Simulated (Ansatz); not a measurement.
A (100) slab of W (Im-3m (No. 229)), 7 planes, outer planes W (top) and W (bottom), with 7 atoms (W7) in a surface cell of A = 10.135 Å², as cut from the bulk:

```yaml
crystal:
  lattice:
    - [3.18356, 0.00000, 0.00000]
    - [0.00000, 3.18356, 0.00000]
    - [0.00000, 0.00000, 24.55068]
  atoms:
    - { symbol: W, position: [0.50000, 0.50000, 0.30549] }
    - { symbol: W, position: [0.00000, 0.00000, 0.37033] }
    - { symbol: W, position: [0.50000, 0.50000, 0.43516] }
    - { symbol: W, position: [0.00000, 0.00000, 0.50000] }
    - { symbol: W, position: [0.50000, 0.50000, 0.56484] }
    - { symbol: W, position: [0.00000, 0.00000, 0.62967] }
    - { symbol: W, position: [0.50000, 0.50000, 0.69451] }
```

All numbers below come from Ansatz, DFT PBE, scalar-relativistic, plane waves, PAW. Plane waves to 420 eV, a k mesh through Γ of 11×11×1 on the computed 7-atom cell and Gaussian smearing (0.10 eV); no spin polarisation. The cell repeats along c with a dipole correction in the vacuum.

Against the same 7 atoms in the bulk, the slab as cut lies 5.394 eV higher and the relaxed slab 5.037 eV higher.

Q: Work out the surface energy before and after relaxation.

A: The slab has two faces, so γ = (E_slab − N·E_bulk)/(2A), the mean of both. As cut: 5.394/(2 × 10.135) = 0.2661 eV/Å², and 1 eV/Å² = 16.02 J/m², so γ = 4.26 J/m². Relaxed: 5.037/(2 × 10.135) = 0.2485 eV/Å² = 3.98 J/m². Relaxation recovers 7 % of the cost of cutting.

Q: What is the ideal work of this cut, per area?

A: Griffith's ideal work is 2γ: 8.53 J/m² if the new faces stay rigid, 7.96 J/m² if they relax. One thickness was run, 7 planes, so γ can still shift with it.